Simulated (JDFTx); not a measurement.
BaZrO3:

```
Ba Zr O
1.0
     4.19134    0.00000    0.00000
     0.00000    4.19134    0.00000
     0.00000    0.00000    4.19134
Ba Zr O
1 1 3
Direct
  0.00000 0.00000 0.00000
  0.50000 0.50000 0.50000
  0.50000 0.50000 0.00000
  0.50000 0.00000 0.50000
  0.00000 0.50000 0.50000
```

| Quantity | Value |
| --- | --- |
| Program | JDFTx 1.7.0 (patched build) |
| Task | single point |
| Functional | PBEsol |
| Potentials or basis | PseudoDojo-SR-PBEsol-0.4.1-standard with smoothed tails |
| Cutoff | 1143 eV |
| Density cutoff | 9143 eV |
| k mesh | 6 × 6 × 6 |
| Occupations | fermi-dirac, width 0.05 eV |
| Spin | no spin polarisation |

On this cell: pressure -1.0 GPa; largest force zero by symmetry; band gap on the k mesh 3.14 eV, indirect (least direct gap 3.34 eV).

The same run follows on a disturbed copy (atoms moved at random, drawn with an rms of 0.05 Å):

```xyz
5
Lattice="4.1913 0.0000 0.0000 0.0000 4.1913 0.0000 0.0000 0.0000 4.1913" Properties=species:S:1:pos:R:3 pbc="T T T"
Ba    0.0008    0.0326   -0.0311
Zr    2.0979    2.1304    2.0616
O     2.0656    2.1006    0.0020
O     2.0720    0.0065    2.1233
O    -0.0244    2.1208    2.1151
```

What changes?

The energy moves by +1.6 meV/atom; pressure -0.9 GPa; largest force 0.278 eV/Å; band gap on the k mesh 3.16 eV, indirect (least direct gap 3.38 eV).

Forces on the atoms (eV/Å):
```
Ba   0.008 -0.003 -0.038
Zr  -0.134 -0.137  0.201
O    0.006 -0.013 -0.050
O   -0.006  0.205 -0.065
O    0.126 -0.053 -0.048
```

Stress tensor (GPa, compression positive):
```
-0.93  0.00 -0.01
 0.00 -0.98  0.00
-0.01  0.00 -0.81
```

Caveats: this release of the barium file is off; the empty levels aren't tightly converged; spin-orbit coupling is left out, which moves the levels of the heavy elements.

A k mesh can miss the band edges.
